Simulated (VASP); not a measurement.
# BN (F-43m) in VASP: a series of runs, part 2 of 2

VASP 6.6.1. Earlier steps stand in the parts before.

### Step 3. Relaxation of cell and atoms, PBEsol+D3

Contents of INCAR:

```
PREC = Accurate ; ENCUT = 600
EDIFF = 1E-7 ; ISMEAR = -1
SIGMA = 0.05 ; LREAL = False
LASPH = True ; NELM = 80
ALGO = Fast ; ISIF = 3
LWAVE = False ; LCHARG = False
GGA = PS ; IVDW = 11
IBRION = 2 ; NSW = 40
EDIFFG = -0.01
```

Contents of KPOINTS:

```
regular mesh
0
Gamma
  13 13 13
```

Contents of POSCAR:

```
BN
1.0
    0.0000000000      1.8130010000      1.8130010000
    1.8130010000      0.0000000000      1.8130010000
    1.8130010000      1.8130010000      0.0000000000
N B
1 1
Direct
    0.2500000000      0.2500000000      0.2500000000
    0.0000000000      0.0000000000      0.0000000000
```

Potentials or basis: VASP PAW PBE potentials, release 64 (N, B).

Started as:

```sh
> cat potpaw_PBE.64/N/POTCAR potpaw_PBE.64/B/POTCAR > POTCAR
> mpirun -np 1 vasp_std > vasp.out
```

OUTCAR:

```text
PREC = Accurate
   ENCUT = 600
   EDIFF = 1E-7
   ISMEAR = -1
   LREAL = False
   LASPH = True
   NELM = 80
   ISIF = 3
   GGA = PS
   IVDW = 11
   IBRION = 2
   NSW = 40
   EDIFFG = -0.01
 IVDW          = 11

 ion  position               nearest neighbor table
   1  0.250  0.250  0.250-   2 1.57   2 1.57   2 1.57   2 1.57
   2  0.000  0.000  0.000-   1 1.57   1 1.57   1 1.57   1 1.57

  LATTYP: Found a face centered cubic cell.
 ALAT       =     3.6260020000

  Lattice vectors:

 A1 = (   0.0000000000,   1.8130010000,   1.8130010000)
 A2 = (   1.8130010000,   0.0000000000,   1.8130010000)
 A3 = (   1.8130010000,   1.8130010000,   0.0000000000)

Analysis of symmetry for initial positions (statically):
=====================================================================
 Subroutine PRICEL returns:
 Original cell was already a primitive cell.

 Routine SETGRP: Setting up the symmetry group for a
 face centered cubic supercell.

 Subroutine GETGRP returns: Found 24 space group operations
 (whereof 24 operations were pure point group operations)
 out of a pool of 48 trial point group operations.

The static configuration has the point symmetry T_d .

Analysis of symmetry for dynamics (positions and initial velocities):
=====================================================================
 Subroutine PRICEL returns:
[... 150 lines left out ...]
 number of electron       7.9999999 magnetization

 Free energy of the ion-electron system (eV)
  ---------------------------------------------------
  ext. energy  EPLUGINS =         0.00000000
  ---------------------------------------------------
  free energy    TOTEN  =       -18.34773673 eV

  energy without entropy =      -18.34773673  energy(sigma->0) =      -18.34773673

------------------------ aborting loop because EDIFF is reached ----------------------------------------

 Edisp (eV)   -0.21730

 E8    (eV) :    -0.1023
[... 71 lines left out ...]
--------------------------------------- Ionic step        3  -------------------------------------------

 number of electron       7.9999999 magnetization

 Free energy of the ion-electron system (eV)
  ---------------------------------------------------
  ext. energy  EPLUGINS =         0.00000000
  ---------------------------------------------------
  free energy    TOTEN  =       -18.35086001 eV

  energy without entropy =      -18.35086001  energy(sigma->0) =      -18.35086001

 E-fermi :   8.5348     XC(G=0): -13.0795

 val. band max:        7.5220849984   @ k =   0.0000   0.0000   0.0000
 cond. band min:      11.8897601576   @ k =   0.4615   0.4615   0.0000
 fundamental gap:      4.3676751592
 Fermi energy:         8.5347737391

 k-point     1 :       0.0000    0.0000    0.0000
  band No.  band energies     occupation
      1     -12.8788      2.00000
      2       7.5221      2.00000
      3       7.5221      2.00000
      4       7.5221      2.00000
      5      16.3445      0.00000
      6      16.3445      0.00000
      7      16.3445      0.00000
      8      17.9998      0.00000
[... 243 lines left out ...]
 k-point    24 :       0.4615    0.1538    0.0000
  band No.  band energies     occupation
      1      -8.8102      2.00000
      2      -1.9105      2.00000
      3       4.2074      2.00000
      4       4.6354      2.00000
      5      16.3607      0.00000
      6      19.7406      0.00000
      7      20.0765      0.00000
      8      22.2441      0.00000

 [... further k-points ...]

------------------------ aborting loop because EDIFF is reached ----------------------------------------

 Edisp (eV)   -0.22106

 E8    (eV) :    -0.1033
[... 25 lines left out ...]
  FREE ENERGIE OF THE ION-ELECTRON SYSTEM (eV)
  ---------------------------------------------------
  free  energy   TOTEN  =       -18.5719185198 eV

  energy  without entropy=      -18.5719185198  energy(sigma->0) =      -18.57191852

 reached required accuracy - stopping structural energy minimisation
```

CONTCAR:

```text
BN
   1.00000000000000
    -0.0000000000000000    1.7997358576084677    1.7997358576084677
     1.7997358576084677    0.0000000000000000    1.7997358576084677
     1.7997358576084677    1.7997358576084677    0.0000000000000000
  N               B
     1     1
Direct
     0.2500000000000000    0.2500000000000000    0.2500000000000000
     0.0000000000000000    0.0000000000000000    0.0000000000000000

  0.00000000E+00  0.00000000E+00  0.00000000E+00
  0.00000000E+00  0.00000000E+00  0.00000000E+00
```

It took 9.6 s on 1 thread of Intel Xeon 6975P-C (Granite Rapids), shared host; peak memory 0.14 GiB.

Results:

* Free energy: -18.5719 eV
* Relaxed volume: 5.83 Å³/atom
* Relaxed cell: a = 2.545 Å, b = 2.545 Å, c = 2.545 Å, α = 60.00°, β = 60.00°, γ = 60.00°
* Space group after relaxing (to 0.05 Å): F-43m (No. 216)
* Energy gained by relaxing: 3.4 meV/atom
* Ionic steps: 3
* Pressure after relaxing: 0.0 GPa
* Band gap on the k mesh: 4.37 eV, indirect (least direct gap 8.82 eV)
* Dispersion energy per atom: -0.111 eV

The path:
```tsv
step	energy change (eV)	largest force (eV/Å)	pressure (GPa)	volume (Å³)
1	0.0000	0.0000	-8.31	11.92
2	0.0007	0.0000	9.37	11.39
3	-0.0069	0.0000	-0.01	11.66
```

Final structure:
```yaml
crystal:
  lattice:
    - [0.00000, 1.79974, 1.79974]
    - [1.79974, 0.00000, 1.79974]
    - [1.79974, 1.79974, 0.00000]
  atoms:
    - { symbol: N, position: [0.25000, 0.25000, 0.25000] }
    - { symbol: B, position: [0.00000, 0.00000, 0.00000] }
```

Caveat: the PAW data sets were made with another functional, which shifts forces and pressure a little; an odd mesh through Γ misses points on the zone boundary, where band edges often lie.
